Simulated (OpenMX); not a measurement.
Runs of OpenMX 3.8.5 on MnSi. Symmetry: F-43m, No. 216, cubic system. The conventional cell has a = 4.916 Å, b = 4.916 Å, c = 4.916 Å, α = 90.00°, β = 90.00°, γ = 90.00°. Mn (site symmetry -43m) is surrounded by 4 Si at 2.13 Å. Si (site symmetry -43m) has 4 Mn at 2.13 Å as nearest neighbours. The cell was built by a generator and needn't be a form met in nature.

```csv
cell,pressure (GPa),moment (μB)
"F-43m, 14.85 Å³/atom",(a),1.92
"F-43m, 16.14 Å³/atom",20.9,2.08
"F-43m, 17.43 Å³/atom",(c),2.27
"F-43m, 15.5 Å³/atom",27.1,2.00
"F-43m, 14.2 Å³/atom",41.1,(b)
"F-43m, 16.79 Å³/atom",15.7,2.16
```

Alike in all rows: task band structure; level PBE; potentials or basis OpenMX 2013 PBE set, Mn6.0-s3p2d2, Si7.0-s2p2d1, grid cutoff 400 Ry; spin collinear, ferromagnetic start; k mesh 7 × 7 × 7; smearing fermi-dirac 0.05 eV.

Q: Estimate the missing entries.

A: (a) 34.8; (b) 1.52; (c) 11.7.

Caveats: the basis of atomic orbitals isn't converged, which shifts pressures, moduli and gaps.
